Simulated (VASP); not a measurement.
Input of a VASP 6.6.1 run:

The input INCAR:

```
SYSTEM = MgO
PREC = Accurate
ENCUT = 520
EDIFF = 1E-7
ISMEAR = 0
SIGMA = 0.01
LREAL = .FALSE.
LASPH = .TRUE.
NELM = 100
ALGO = Fast
ISIF = 2
LWAVE = .FALSE.
LCHARG = .FALSE.
GGA = PE
NBANDS = 11
```

The input KPOINTS:

```
Automatic mesh
0
G
  6 6 6
  0 0 0
```

POSCAR

```
MgO
1.0
    2.6233491285      0.0000000000      0.0000000000
    0.0000000000      2.6233491285      0.0000000000
    0.0000000000      0.0000000000      2.6233491285
Mg O
1 1
Direct
    0.0000000000      0.0000000000      0.0000000000
    0.5000000000      0.5000000000      0.5000000000
```

Potentials or basis: VASP PAW PBE potentials, release 64 (Mg, O).

Launch:

```console
$ cat potpaw_PBE.64/Mg/POTCAR potpaw_PBE.64/O/POTCAR > POTCAR
$ mpirun -np 1 vasp_std > vasp.out
```

Predict the pressure.

5.5 GPa.

What does it give for the band gap on the k mesh?

2.62 eV, indirect (least direct gap 3.64 eV).

A k mesh can miss the band edges. PBE gaps usually lie below the measured ones, often by a third to a half.
